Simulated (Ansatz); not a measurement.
## Sb: the change of pressure and energy less free atoms with volume scale

All results are calculated (Ansatz 0.2.0). Periodic Kohn-Sham DFT of a crystal at fixed atoms, scaled to volume_scale times the given cell; pressure positive in compression, energy less spherical unpolarised free atoms, largest_vzz the field gradient of largest size among the nuclei.

The cell before it is scaled or strained (space group Pm-3m, No. 221):
```
Sb
1.0
      3.0833     0.0000     0.0000
      0.0000     3.0833     0.0000
      0.0000     0.0000     3.0833
Sb
1
Direct
  0.00000 0.00000 0.00000
```

Settings of every row: method all-electron LAPW; functional PBEsol; relativity scalar; k mesh 12x12x12; filling fermi-dirac; smearing width 0.05 eV; basis error target 0.5 meV/atom; nucleus gaussian.

Atom start moment: 0 on all atoms.

Limits: no spin-orbit coupling on heavy atoms; the cell comes from a prototype or a list of computed structures and needn't be the stable phase.

```csv
row,volume scale,V (Å³/atom),pressure (GPa),energy less free atoms (eV/atom)
1,0.9405,27.568,2.644,-4.5004
2,0.98,28.726,-0.049,-4.5094
3,1,29.313,?,?
4,1.02,29.898,-2.251,-4.5007
5,1.06,31.071,-4.019,-4.4775
```

Question: what pressure and energy less free atoms should row 3 give?

Worked fit of pressure. Take u = (V_r/V)^(2/3) − 1 with V_r = 29.312 Å³ an atom, which is twice the finite (Eulerian) strain; such expansions in the strain, on which the Birch-Murnaghan equation of state is built, carry the rest volume and the bulk modulus. The shown rows have u = 0.04174, 0.01355, -0.01311, -0.03811. Least squares give pressure = −1.2096 + 82.587 × u + 233.06 × u² GPa; a straight line predicts inner rows, each left out in turn, worse (root mean square 0.24 against 0.0028 GPa). The rows lie off it by 0.000, -0.001, 0.001, 0.000. The pressure vanishes at u = 0.0141, or V = 28.7 Å³ an atom, and there the bulk modulus at fixed shape and fractions is B = −V dP/dV = (2/3)(1 + u) dP/du = 60.3 GPa. The withheld row has u = -2e-05, so the fit gives −1.2096 + 82.587 × (-2e-05) + 233.06 × (-2e-05)² = -1.211 GPa.

The calculation gave -1.208 GPa. The fit lies 0.003 GPa (0.045 % of the column's range) below it; its largest miss of a shown row is 0.001 GPa.

Worked fit of energy less free atoms. Take u = (V_r/V)^(2/3) − 1 with V_r = 29.312 Å³ an atom, which is twice the finite (Eulerian) strain; such expansions in the strain, on which the Birch-Murnaghan equation of state is built, carry the rest volume and the bulk modulus. The shown rows have u = 0.04174, 0.01355, -0.01311, -0.03811. Least squares give energy less free atoms = −4.50706 − 0.3295 × u + 11.713 × u² eV/atom; a straight line predicts inner rows, each left out in turn, worse (root mean square 0.012 against 5.8e-05 eV/atom). All shown rows lie on it to the printed digit. Its lowest point lies at u = 0.0141, or V = 28.7 Å³ an atom, and the curvature there gives the bulk modulus at fixed shape and fractions, B = (4/9)(1 + u)² E″(u)/V = 59.8 GPa. The withheld row has u = -2e-05, so the fit gives −4.50706 − 0.3295 × (-2e-05) + 11.713 × (-2e-05)² = -4.5071 eV/atom.

The calculation gave -4.507 eV/atom. The fit lies 0.0001 eV/atom (0.31 % of the column's range) below it, one unit of the last digit.
